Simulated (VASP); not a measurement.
Here is a VASP 6.6.1 calculation.

INCAR

```
PREC     = Accurate       # precision mode
ENCUT    = 500            # plane-wave cutoff, eV
EDIFF    = 1E-7           # SCF threshold, eV
ISMEAR   = 0              # smearing method
SIGMA    = 0.02           # smearing width, eV
LREAL    = F              # projectors in reciprocal space
LASPH    = T              # aspherical terms in the spheres
NELM     = 60             # most SCF steps
ALGO     = Fast           # electronic algorithm
ISIF     = 2              # what is computed and relaxed
LWAVE    = F              # write WAVECAR
LCHARG   = T              # write CHGCAR
GGA      = PE             # functional
LELF     = T              # ELF
LVHAR    = T
```

The input KPOINTS:

```
Automatic mesh
0
Gamma
  6 6 6
```

File POSCAR:

```
Sb
1.0
    0.0000000000      2.3712425216      2.3712425216
    2.3712425216      0.0000000000      2.3712425216
    2.3712425216      2.3712425216      0.0000000000
Sb
1
Direct
    0.0000000000      0.0000000000      0.0000000000
```

Potentials or basis: VASP PAW PBE potentials, release 64 (Sb_d_GW).

Run with:

```console
$ cat potpaw_PBE.64/Sb_d_GW/POTCAR > POTCAR
$ mpirun -np 1 vasp_std > vasp.out
```

Q: Predict the pressure.

A: 1.5 GPa.

Q: What does it give for the band gap on the k mesh?

A: None (metal or under the smearing width).

Caveat: the k mesh is coarse (spacing up to 0.38 Å⁻¹), so the values aren't converged. The run has no spin-orbit coupling, so splittings on Sb are missing.
